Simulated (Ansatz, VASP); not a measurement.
## Cr in VASP and in Ansatz

```
Cr
1.0
     4.23416    0.00000    0.00000
    -2.11708    3.66689    0.00000
     0.00000    0.00000    2.28774
Cr
3
Cartesian
  0.0000 0.0000 0.0000
  0.0000 2.4446 1.1439
  2.1171 1.2223 1.1439
```

Alike in both runs: functional PBE; k mesh 12 × 12 × 18; occupations gaussian, width 0.1 eV; no spin polarisation.

Ansatz relaxed the structure, and its values are those at the end. VASP's run is a single point on that final structure, the one shown.

|  | VASP | Ansatz |
| --- | --- | --- |
| version | VASP 6.6.1 | Ansatz 0.2.0 |
| potentials or method | VASP PAW PBE potentials, release 64 (Cr_pv) | scalar-relativistic, plane waves, PAW |
| plane-wave cutoff (eV) | 520 | 420 |
| valence electrons in the cell | 36 | 42 |

Ansatz gave:

| Quantity | Value |
| --- | --- |
| gap on the k mesh at the Fermi level (eV) | none |
| pressure (GPa) | 0.0 |

Task: What did VASP give for the same quantities?

Result: gap on the k mesh at the Fermi level (eV): none; pressure (GPa): -0.4.

A gap of «none» marks a metal or a gap that the smearing closes. The functional is the same, so the differences come from potentials, cutoffs and numerics. The two sets of potentials don't hold the same shells in valence.

Caveats: the run has no spin polarisation, though such a crystal can be magnetic. Spin polarisation is off, so any magnetic state and its effect on volume and gap are missing.
